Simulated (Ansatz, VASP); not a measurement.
TiAl3 in VASP and in Ansatz

```
Ti Al
1.0
    -1.91111    1.91111    4.28067
     1.91111   -1.91111    4.28067
     1.91111    1.91111   -4.28067
Ti Al
1 3
Direct
  0.00000 0.00000 0.00000
  0.25000 0.75000 0.50000
  0.75000 0.25000 0.50000
  0.50000 0.50000 0.00000
```

The cell comes from a database or a generator and needn't be the stable form of this composition.

Alike in both runs: task single point; functional PBE; k mesh 10 × 10 × 10; occupations fermi-dirac, width 0.05 eV; no spin polarisation.

|  | VASP | Ansatz |
| --- | --- | --- |
| version | VASP 6.6.1 | Ansatz 0.2.0 |
| potentials or method | VASP PAW PBE potentials, release 64 (Ti_sv, Al) | Ansatz PAW |
| plane-wave cutoff (eV) | 520 | 420 |
| valence electrons in the cell | 21 | 21 |

|  | VASP | Ansatz | Ansatz less VASP |
| --- | --- | --- | --- |
| gap on the k mesh at the Fermi level (eV) | none | none | - |
| pressure (GPa) | 2.1 | 2.1 | +0.03 |
| largest component of the traceless stress (GPa) | 0.09 | 0.09 | -0.002 |

A gap of «none» marks a metal or a gap that the smearing closes.
